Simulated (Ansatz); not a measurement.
# ¹⁷O NMR of the central transition in SiO₂

Cell: a Materials Project structure (computed, not necessarily an observed phase), atoms as given.

```cif
data_SiO2
_symmetry_space_group_name_H-M 'I-43m'
_symmetry_Int_Tables_number 217
_cell_length_a 8.9170
_cell_length_b 8.9170
_cell_length_c 8.9170
_cell_angle_alpha 90.000
_cell_angle_beta 90.000
_cell_angle_gamma 90.000
loop_
_atom_site_label
_atom_site_type_symbol
_atom_site_symmetry_multiplicity
_atom_site_Wyckoff_symbol
_atom_site_fract_x
_atom_site_fract_y
_atom_site_fract_z
Si Si 12 d 0.2500 0.0000 0.5000
O O 24 g 0.8529 0.1471 0.5155
```

One atom of each set is listed; the run and its k-mesh use a cell of 18 atoms with edges of 7.72, 7.72, 7.72 Å.

The numbers come from a DFT calculation in Ansatz (PBE, plane waves and PAW (field gradients read without the response of the frozen cores, which leaves them typically 4 to 6 % off), scalar-relativistic, 420 eV cutoff, Γ-centred 4×4×4 k-points, Fermi–Dirac smearing 0.02 eV).

¹⁷O has I = 5/2 and Q = -25.58 mb (Pyykkö 2018); at 11.7 T its Larmor frequency is ν₀ = 67.6 MHz. Only the quadrupole interaction is simulated: positions count from each site's isotropic chemical shift, and J coupling is left out, as are shift anisotropy and dipolar coupling, which fast spinning averages.

Q: Simulate the second-order pattern (fast magic-angle spinning, Gaussian broadening 0.2 kHz) of site O (2 Si at 1.61 Å, angle 158°).

A: The calculation gives C_Q = -6.29 MHz and η = 0.07, so ν_Q = 0.944 MHz and the centre of gravity lies at -52.1 ppm (-3.52 kHz).

offset (kHz), height and a bar:
```
   -9.114          0 
   -8.747          3 #
   -8.379          5 ##
   -8.011          5 ##
   -7.643          6 ##
   -7.276          6 ##
   -6.908          6 ##
   -6.540          6 ##
   -6.172          7 ##
   -5.805         15 #####
   -5.437         76 #######################
   -5.069         61 ##################
   -4.701         46 ##############
   -4.333         41 ############
   -3.966         39 ############
   -3.598         38 ############
   -3.230         39 ############
   -2.862         41 ############
   -2.495         44 #############
   -2.127         51 ###############
   -1.759         69 #####################
   -1.391        100 ##############################
   -1.024         27 ########
   -0.656          0
```

At O V_zz points along the line of its two bonds (within 1°).
